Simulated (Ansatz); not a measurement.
Crystal: TaN.

```
CELL_PARAMETERS angstrom
2.93800 0.00000 0.00000
-1.46900 2.54438 0.00000
0.00000 0.00000 2.88300
ATOMIC_POSITIONS crystal
Ta 0.00000 0.00000 0.50000
N 0.66667 0.33333 0.00000
```

| Item | Value |
| --- | --- |
| Program | Ansatz 0.2.0 |
| Task | single point |
| Functional | PBE |
| Potentials or basis | all-electron LAPW, scalar-relativistic |
| Cutoff | 350 eV (chosen from the basis error) |
| Basis error allowed | 0.001 eV/atom |
| k mesh | 10 × 10 × 9 |
| Occupations | fermi-dirac, width 0.05 eV |
| Spin | no spin polarisation |

On this cell: pressure 4.8 GPa; largest force under 0.003 eV/Å; band gap on the k mesh none (metal or under the smearing width).

The same run follows on a disturbed copy (atoms moved at random, drawn with an rms of 0.05 Å):

```
Ta N
1.0
     2.93800    0.00000    0.00000
    -1.46900    2.54438    0.00000
     0.00000    0.00000    2.88300
Ta N
1 1
Cartesian
  0.0214 0.0212 1.3933
  1.4195 0.8621 0.0169
```

Problem. What changes?

Solution. The energy (extrapolated to zero smearing) moves by +32.1 meV/atom; pressure 6.4 GPa; largest force 1.345 eV/Å; band gap on the k mesh none (metal or under the smearing width).

Forces in eV/Å, atoms in the order of the input:
```
Ta  -0.947 -0.133  0.945
N    0.947  0.133 -0.945
```

Stress tensor (GPa, compression positive):
```
 6.12  1.15 -1.70
 1.15  5.40 -0.30
-1.70 -0.30  7.77
```
